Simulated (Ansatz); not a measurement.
ZnO (zincite):

```
Zn O
1.0
     3.24931    0.00000    0.00000
    -1.62465    2.81398    0.00000
     0.00000    0.00000    5.20571
Zn O
2 2
Direct
  0.66667 0.33333 0.00000
  0.33333 0.66667 0.50000
  0.33333 0.66667 0.87901
  0.66667 0.33333 0.37901
```

```yaml
Program: Ansatz 0.2.0
Task: relaxation of cell and atoms
Functional: LC-wPBE
Potentials_or_basis: Ansatz PAW
Cutoff: "420 eV (not typed: the program's choice for these potentials)"
k_mesh: 5 × 5 × 3
Occupations: fermi-dirac, width 0.05 eV
Spin: no spin polarisation
```

At the start: volume 11.90 Å³/atom.

Question: Where does the relaxation end?

Answer: It ends after 8 steps and the volume is 11.66 Å³/atom (-2.0 %); space group P6_3mc (No. 186, to 0.05 Å).

The path:
| step | energy change (eV) | largest force (eV/Å) | volume (Å³) |
| --- | --- | --- | --- |
| 1 | 0.0000 | 0.0671 | 47.60 |
| 2 | -0.0100 | 0.0497 | 47.08 |
| 3 | -0.0137 | 0.0185 | 46.67 |
| 4 | -0.0138 | 0.0113 | 46.67 |
| 5 | -0.0137 | 0.0002 | 46.69 |
| 6 | -0.0101 | 0.0006 | 46.69 |
| 7 | -0.0102 | 0.0000 | 46.66 |
| 8 | -0.0101 | 0.0000 | 46.66 |

Final structure:
```
Zn O
1.0
     3.22247    0.00000    0.00000
    -1.61124    2.79074    0.00000
     0.00000    0.00000    5.18829
Zn O
2 2
Cartesian
  1.6112 0.9302 -0.0019
  0.0000 1.8605 2.5923
  0.0000 1.8605 4.5625
  1.6112 0.9302 1.9683
```

Caveat: the k mesh is coarse (spacing up to 0.45 Å⁻¹), so the values aren't converged, least of all with exact exchange; the plane-wave basis is chosen anew once the cell has moved, so the energies of steps on either side of that aren't comparable; the pressure holds a Pulay correction of +0.7 GPa for the finite cutoff; the PAW data sets come from PBE, with cores solved anew for the run's functional, which leaves a small shift of forces and pressure.
